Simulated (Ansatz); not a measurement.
Ir:

```xyz
2
Lattice="2.7514 0.0000 0.0000 -1.3757 2.3828 0.0000 0.0000 0.0000 4.4623" Properties=species:S:1:pos:R:3 pbc="T T T"
Ir    0.0000    1.5885    1.1156
Ir    1.3757    0.7943    3.3467
```

This isn't the form of Ir at room conditions, which is fcc.

Base run:

| Quantity | Value |
| --- | --- |
| Program | Ansatz 0.2.0 |
| Functional | BLYP |
| Potentials or basis | Ansatz PAW |
| Cutoff | 420 eV (not typed: the program's choice for these potentials) |
| k mesh | 11 × 11 × 6 |
| Occupations | fermi-dirac, width 0.05 eV |
| Spin | no spin polarisation |

Its results: band gap on the k mesh none (metal or under the smearing width); pressure 15.3 GPa.

Task: The run is repeated on the same cell with these changes: functional from BLYP to PBEsol. What comes out?

Result: Band gap on the k mesh none (metal or under the smearing width); pressure -12.4 GPa.

PBEsol binds more tightly than BLYP, so the same cell stands under less pressure.

Caveats: spin-orbit coupling is left out, which moves the levels of the heavy elements; the PAW data sets come from PBE, with cores solved anew for the run's functional, which leaves a small shift of forces and pressure.
